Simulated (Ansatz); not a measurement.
# Cs: element swaps in one structure

Aim: put other elements on the sites of Cs (Cs → K; Cs → Li; Cs → Na), relax each crystal within the symmetry of the start, and see how size, gap and stability follow.

Method: DFT PBE, scalar-relativistic, plane waves, PAW, in Ansatz 0.2.0.

1 further run of the same task is left out (set aside as unsound or not needed).

## (1) The starting structure

The structure is monoclinic, space group C2/m (No. 12). The conventional cell has a = 6.053 Å, b = 8.830 Å, c = 5.338 Å, α = 90.00°, β = 124.25°, γ = 90.00°.

Cell or atoms stand a little off a more symmetric structure (Im-3m at a tolerance of 0.3 Å), so results at this geometry aren't those of that ideal crystal.

Structure file:

```cif
data_structure
_symmetry_space_group_name_H-M 'P 1'
_symmetry_Int_Tables_number 1
_cell_length_a 5.3529
_cell_length_b 5.3529
_cell_length_c 5.3379
_cell_angle_alpha 108.558
_cell_angle_beta 108.558
_cell_angle_gamma 111.134
_cell_volume 117.92
loop_
_atom_site_label
_atom_site_type_symbol
_atom_site_fract_x
_atom_site_fract_y
_atom_site_fract_z
_atom_site_occupancy
Cs1 Cs 0.00000 0.00000 0.50000 1
```

It goes back to an entry of the Materials Project, which need not be the stable form.

This cell was relaxed beforehand with the same method: volume 117.92 Å³/atom, gap on the mesh none (metal).

## (2) Cs → K: the starting cell

The start of K: fractional positions of relaxed Cs, cell scaled by 0.876, a guess from tabulated radii.

## (3) Probe: one point at the start (K)

input.yaml

```yaml
crystal:
  lattice:
    - [2.6486505817, -3.8679210074, -0.1267806435]
    - [2.6486505817, 3.8679210074, -0.1267806435]
    - [-2.4444101623, 0.0, 3.9867128545]
  atoms:
    - { symbol: K, position: [0.0, 0.0, 0.5] }
basis:
  ecutwfc: 420
kpoints:
  mp_grid: { grid: [6, 6, 6] }
hamiltonian:
  xc: pbe
scf:
  occupations: { method: gaussian, width: 0.1 }
output:
  forces: true
  stress: true
  eigenvalues: true
```

Further runs follow: relaxing cell and atoms (K); probe: one point at the start (Li); the relaxation (Li); relaxing again on a mesh for the new cell (Li); a first look at the start (Na); the relaxation (Na); second relaxation, mesh chosen anew (Na).

Before running it: what results should come out? Wanted: Cs → K; Cs → Li; Cs → Na.

As calculated:

```
    quantity                            value
  Cs → K (K)  73.23 Å³/atom, gap none (metal)
Cs → Li (Li)  20.33 Å³/atom, gap none (metal)
Cs → Na (Na)  37.15 Å³/atom, gap none (metal)
```

**Reading.** Per atom and against the relaxed parent, K is the largest of the new crystals (-37.9 %) and Li the smallest (-82.8 %). All of them are metals at this level.
